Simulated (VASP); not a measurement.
Ti: relaxation of shape and atoms at fixed volume with r2SCAN

Ti:

```
Ti
1.0
     2.95905    0.00000    0.00000
    -1.47952    2.56261    0.00000
     0.00000    0.00000    4.67273
Ti
2
Cartesian
  0.0000 1.7084 1.1682
  1.4795 0.8542 3.5046
```

The cell isn't the ideal one: a relaxed cell with its volume scaled by 1.02.

* Program: VASP 6.6.1
* Task: relaxation of shape and atoms at fixed volume
* Functional: r2SCAN
* Potentials or basis: VASP PAW PBE potentials, release 64 (Ti_sv)
* Cutoff: 600 eV
* k mesh: 15 × 15 × 8
* Occupations: methfessel-paxton, width 0.1 eV
* Spin: no spin polarisation
* Further INCAR settings: ALGO = Normal; EDIFF = 1e-07; IBRION = 2; EDIFFG = -0.01; NSW = 40; ISIF = 4

| Item | Value |
| --- | --- |
| Pressure after relaxing | -2.3 GPa |
| Band gap on the k mesh | none (metal or under the smearing width) |

Final structure:
```yaml
crystal:
  lattice:
    - [2.95905, 0.00000, 0.00000]
    - [-1.47952, 2.56261, 0.00000]
    - [0.00000, 0.00000, 4.67273]
  atoms:
    - { symbol: Ti, position: [0.33333, 0.66667, 0.25000] }
    - { symbol: Ti, position: [0.66667, 0.33333, 0.75000] }
```

Levels at points of the mesh, in eV from the Fermi level:
```tsv
k point	band 9	band 10	band 11	band 12	band 13	band 14	band 15	band 16
(0.00, 0.00, 0.00)	-6.59	-2.83	0.52	0.84	0.84	0.95	1.36	1.36
(0.00, 0.00, 0.50)	-4.67	-4.67	0.06	0.06	0.75	0.75	0.75	0.75
```

It took 3.7 min on 1 thread of Intel(R) Xeon(R) Platinum 8488C (Sapphire Rapids) (shared host), peak memory 0.22 GiB.

Caveat: the relaxation stopped at its first step, so nothing moved; the PAW data sets were made with another functional, which shifts forces and pressure a little.
